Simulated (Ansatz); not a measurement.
**BP: energy and stress against strain**

This session takes BP and sets out to strain the cell along the Voigt pattern (0, 1, 0, 0, 0, 0).

Computed with Ansatz 0.2.0 (DFT r2SCAN, scalar-relativistic, plane waves, PAW, unless a step's input says otherwise).

1 further run of the same task is left out (set aside as unsound or not needed). Runs told in other sessions of the task aren't counted.

### Step 1. The system as given

It takes space group F-43m (No. 216, cubic). Conventional cell: a = 4.537 Å, b = 4.537 Å, c = 4.537 Å, α = 90.00°, β = 90.00°, γ = 90.00°. Around B (site symmetry -43m) lie 4 P at 1.96 Å. P (site symmetry -43m) is surrounded by 4 B at 1.96 Å.

As a file:

```
B P
1.0
     0.00000    2.26827    2.26827
     2.26827    0.00000    2.26827
     2.26827    2.26827    0.00000
B P
1 1
Direct
  0.00000 0.00000 0.00000
  0.75000 0.75000 0.75000
```

It is the result of an earlier relaxation at this level (volume 11.67 Å³/atom; gap on the mesh: 1.41 eV).

### Step 2. Zero of the scan

Contents of input.yaml:

```yaml
crystal:
  lattice:
    - [0.0, 2.2682668142, 2.2682668142]
    - [2.2682668142, 0.0, 2.2682668142]
    - [2.2682668142, 2.2682668142, 0.0]
  atoms:
    - { symbol: B, position: [0.0, 0.0, 0.0] }
    - { symbol: P, position: [0.75, 0.75, 0.75] }
basis:
  ecutwfc: 500
kpoints:
  mp_grid: { grid: [10, 10, 10] }
hamiltonian:
  xc: r2scan
scf:
  occupations: { method: gaussian, width: 0.05 }
output:
  forces: true
  stress: true
  eigenvalues: true
  write_density: true
  write_potential: true
  elf: true
  volumetric_format: npy
```

Command:

```sh
$ ansatz run input.yaml --threads 1 --pin off --max-ram 2560MiB --backend cpu --events-out ev --progress --plain --runs-dir out
```

### Step 3. Setting up energy and stress against strain

The cell is strained by ε times the Voigt pattern (0, 1, 0, 0, 0, 0) (xx, yy, zz, yz, xz, xy; engineering shear), with fractional coordinates fixed (clamped ions). The stress on the pattern is the sum of the stress components weighted by it, tension positive.

### Step 4. ε = -0.0400

input.yaml, as its differences from that of step 2:

```diff
@@ -2,5 +2,5 @@
   lattice:
-    - [0.0, 2.2682668142, 2.2682668142]
+    - [0.0, 2.1775361416, 2.2682668142]
     - [2.2682668142, 0.0, 2.2682668142]
-    - [2.2682668142, 2.2682668142, 0.0]
+    - [2.2682668142, 2.1775361416, 0.0]
   atoms:
```

### Step 5. At ε = 0.0300

Contents of input.yaml:

```yaml
crystal:
  lattice:
    - [0.0, 2.3363148186, 2.2682668142]
    - [2.2682668142, 0.0, 2.2682668142]
    - [2.2682668142, 2.3363148186, 0.0]
  atoms:
    - { symbol: B, position: [0.0, 0.0, 0.0] }
    - { symbol: P, position: [0.75, 0.75, 0.75] }
basis:
  ecutwfc: 500
kpoints:
  mp_grid: { grid: [10, 10, 10] }
hamiltonian:
  xc: r2scan
scf:
  occupations: { method: gaussian, width: 0.05 }
output:
  forces: true
  stress: true
  eigenvalues: true
```

### Step 6. At ε = -0.0200

input.yaml, as its differences from that of step 5:

```diff
@@ -2,5 +2,5 @@
   lattice:
-    - [0.0, 2.3363148186, 2.2682668142]
+    - [0.0, 2.2229014779, 2.2682668142]
     - [2.2682668142, 0.0, 2.2682668142]
-    - [2.2682668142, 2.3363148186, 0.0]
+    - [2.2682668142, 2.2229014779, 0.0]
   atoms:
```

### Step 7. ε = 0.0100

input.yaml, as its differences from that of step 6:

```diff
@@ -2,5 +2,5 @@
   lattice:
-    - [0.0, 2.2229014779, 2.2682668142]
+    - [0.0, 2.2909494823, 2.2682668142]
     - [2.2682668142, 0.0, 2.2682668142]
-    - [2.2682668142, 2.2229014779, 0.0]
+    - [2.2682668142, 2.2909494823, 0.0]
   atoms:
```

### Step 8. At ε = 0.0400

input.yaml, as its differences from that of step 7:

```diff
@@ -2,5 +2,5 @@
   lattice:
-    - [0.0, 2.2909494823, 2.2682668142]
+    - [0.0, 2.3589974868, 2.2682668142]
     - [2.2682668142, 0.0, 2.2682668142]
-    - [2.2682668142, 2.2909494823, 0.0]
+    - [2.2682668142, 2.3589974868, 0.0]
   atoms:
```

### Step 9. ε = -0.0300

input.yaml, as its differences from that of step 8:

```diff
@@ -2,5 +2,5 @@
   lattice:
-    - [0.0, 2.3589974868, 2.2682668142]
+    - [0.0, 2.2002188098, 2.2682668142]
     - [2.2682668142, 0.0, 2.2682668142]
-    - [2.2682668142, 2.3589974868, 0.0]
+    - [2.2682668142, 2.2002188098, 0.0]
   atoms:
```

### Step 10. At ε = 0.0200

input.yaml, as its differences from that of step 9:

```diff
@@ -2,5 +2,5 @@
   lattice:
-    - [0.0, 2.2002188098, 2.2682668142]
+    - [0.0, 2.3136321505, 2.2682668142]
     - [2.2682668142, 0.0, 2.2682668142]
-    - [2.2682668142, 2.2002188098, 0.0]
+    - [2.2682668142, 2.3136321505, 0.0]
   atoms:
```

### Step 11. At ε = -0.0100

input.yaml, as its differences from that of step 10:

```diff
@@ -2,5 +2,5 @@
   lattice:
-    - [0.0, 2.3136321505, 2.2682668142]
+    - [0.0, 2.2455841461, 2.2682668142]
     - [2.2682668142, 0.0, 2.2682668142]
-    - [2.2682668142, 2.3136321505, 0.0]
+    - [2.2682668142, 2.2455841461, 0.0]
   atoms:
```

### Step 12. ε = 0.0350

input.yaml, as its differences from that of step 11:

```diff
@@ -2,5 +2,5 @@
   lattice:
-    - [0.0, 2.2455841461, 2.2682668142]
+    - [0.0, 2.3476561527, 2.2682668142]
     - [2.2682668142, 0.0, 2.2682668142]
-    - [2.2682668142, 2.2455841461, 0.0]
+    - [2.2682668142, 2.3476561527, 0.0]
   atoms:
```

(Steps that only read results are left out.)

**Question.** What will these runs give? Wanted: slope of the stress at ε = 0, over ±0.0100.

As calculated:

| quantity | value |
| --- | --- |
| slope of the stress at ε = 0, over ±0.0100 | 361 GPa |

**Reading.** From the stress slope, C22 is about 361 GPa with the ions clamped; letting the atoms relax could not make it stiffer. No sampled point lies below the undisturbed cell. The gap on the mesh stays between 0.71 and 1.42 eV.
